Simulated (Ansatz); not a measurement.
The cell is COD entry 1010990, as deposited and not checked against the literature; nothing was relaxed. The listed cell was then made from it by scaling, straining or moving an atom.

LiF: DFT, PBE, PAW with Ansatz's default frozen-core files, scalar-relativistic (Ansatz 0.2.0). What sets it apart from a plain run of this crystal: x and y strained by +1 %, z held.

```yaml
crystal:
  lattice:
    - [0.0, 2.03414, 2.014]
    - [2.03414, 0.0, 2.014]
    - [2.03414, 2.03414, 0.0]
  atoms:
    - { symbol: Li, position: [0.0, 0.0, 0.0] }
    - { symbol: F, position: [0.5, 0.5, 0.5] }
kpoints:
  mp_grid: { grid: [10, 10, 10] }
scf:
  occupations: { method: fermi_dirac, width: 0.03 }
hamiltonian:
  xc: pbe
  pseudopotentials: { kind: paw }
output:
  forces: true
  stress: true
  eigenvalues: true
  efg: { contact_densities: true }
```

Output (standing set-up lines are left out):

```
Crystal: 2 atoms, lattice volume = 16.667 Å³
Symmetry: 16 space group operations
Space group: I4/mmm (ITA 139), of the structure as read, at distance tolerance 2.6e-5 Å
k-points: 102 of 1000
SCF iter   1: F=—  HF=-1016.170187 eV  |F-HF|=—  |Δ(HF+E_count)|=         —  Δρ=7.52e-4  dr2=4.14e-5  ethr=1.77e-3  ⟨swp⟩=5.7  Hψ=5737  notcnv=0
preconditioner: auto → none  [insulator: Δε(μ)=8.897 eV  Ē_g=22.468 eV  σ=0.030 eV  W_gap=1.00  n_scr=0 (ndim 8)  ℏωp=25.7 eV  f_vac=0.000  D(μ)=0.00/eV (n_scr^D=0)  ε∞_Penn≈2.3]
SCF iter   2: F=—  HF=-1016.170183 eV  |F-HF|=—  |Δ(HF+E_count)|=   4.40e-6  Δρ=1.05e-3  dr2=1.12e-4  ethr=4.14e-7  ⟨swp⟩=2.0  Hψ=2097  notcnv=0
SCF iter   3: F=—  HF=-1016.170167 eV  |F-HF|=—  |Δ(HF+E_count)|=   1.55e-5  Δρ=4.85e-4  dr2=2.31e-5  ethr=4.14e-7  ⟨swp⟩=2.5  Hψ=1274  notcnv=0
SCF iter   4: F=—  HF=-1016.170185 eV  |F-HF|=—  |Δ(HF+E_count)|=   1.78e-5  Δρ=1.98e-4  dr2=3.85e-6  ethr=2.31e-7  ⟨swp⟩=2.0  Hψ=1296  notcnv=0
SCF iter   5: F=—  HF=-1016.170186 eV  |F-HF|=—  |Δ(HF+E_count)|=   1.21e-6  Δρ=1.34e-4  dr2=1.98e-6  ethr=3.85e-8  ⟨swp⟩=1.0  Hψ=918  notcnv=0
SCF iter   6: F=—  HF=-1016.170186 eV  |F-HF|=—  |Δ(HF+E_count)|=   3.84e-7  Δρ=6.11e-5  dr2=4.21e-7  ethr=1.98e-8  ⟨swp⟩=1.1  Hψ=939  notcnv=0
SCF iter   7: F=-1016.170186 eV  HF=-1016.170186 eV  |F-HF|=1.15e-8  |Δ(HF+E_count)|=   1.24e-7  Δρ=1.09e-5  dr2=1.34e-8  ethr=1.00e-9  ⟨swp⟩=2.1  Hψ=3118  notcnv=0
SCF 1 converged in 7 iterations: F = -1016.170186 eV  dr2 = 1.34e-8
  greatest PAW one-centre occupation: 1.000 electrons in one spin orbital (limit 2), on the Li atom at site 0 (counted from 0), in its partial waves of l = 0
SCF converged after 7 iterations
Free energy (F): -1016.170186 eV
Harris-Foulkes:  -1016.170186 eV  (|F-HF|=1.15e-8)
Internal energy: -1016.170186 eV  (E = F + TS)
E sigma→0 (E₀):  -1016.170186 eV
Fermi energy:    5.347576 eV
--- Per-component energies (eV) ---
  E_band       = -119.121953
  E_kinetic    = 230.358291
  E_local      = -646.719119  (includes V_loc(G=0)·N_el)
  E_nonlocal   = 40.340624
  E_hartree    = 226.821006
  E_xc         = -91.768475
  E_vxc        = -117.708520  (∫ρ·V_xc dr)
  E_paw        = -221.772937  (= ΣΔE_a)
  E_vpaw       = -79.034266  (= ΣTr[D̂ρ^β])
  E_aug_tail   = 0.002233  (compensation charges beyond the density's cutoff)
  E_ewald      = -553.431810
  E_smearing   = -0.000000  (= −TS)
  E_closure    = -0.000000  (closes the sum)
  Σ components = -1016.170186   (vs F -1016.170186, Δ=0.00e0)
--- Forces (eV/Å), atoms counted from 1 ---
  atom   1  Li    -0.00000000    -0.00000000     0.00000000
  atom   2  F      0.00000000     0.00000000    -0.00000000
  max |Σ_I F_I| component: 2.50e-29 eV/Å
--- Stress (GPa, compression-positive) ---
        0.457508       0.000000       0.000000
        0.000000       0.457508       0.000000
        0.000000       0.000000       1.129263
  P = ⅓ Tr σ = 0.6814 GPa (6.814 kbar)
--- PAW observables at the nuclei: V_zz in 10²¹ V/m², potentials from the cell's mean, atoms counted from 1 ---
  atom   1  Li V_zz =    -0.013100   η = 0.0000   by run symmetry: allowed
            electrostatic potential = -166.696921 V   contact ρ = 94.460609 e/Å³
  atom   2  F  V_zz =    -0.024927   η = 0.0000   by run symmetry: allowed
            electrostatic potential = -735.005691 V   contact ρ = 3125.814715 e/Å³
--- Band table (eV; the first three rows and the last of 102) ---
  k-point 0: bands = ["-40.0953", "-19.0746", "0.8232", "0.8471", "0.8471", "9.7534", "24.4589", "24.4589", "24.6831"]
  k-point 1: bands = ["-40.0902", "-19.0373", "0.5570", "0.8113", "0.8233", "10.0469", "21.9402", "23.2524", "23.4102"]
  k-point 2: bands = ["-40.0768", "-18.9371", "-0.1161", "0.7591", "0.7625", "10.7076", "19.4928", "21.7799", "21.9568"]
  k-point 101: bands = ["-40.0267", "-18.4000", "-2.0692", "-0.1460", "-0.1460", "15.5957", "17.1555", "18.0690", "20.7510"]
```
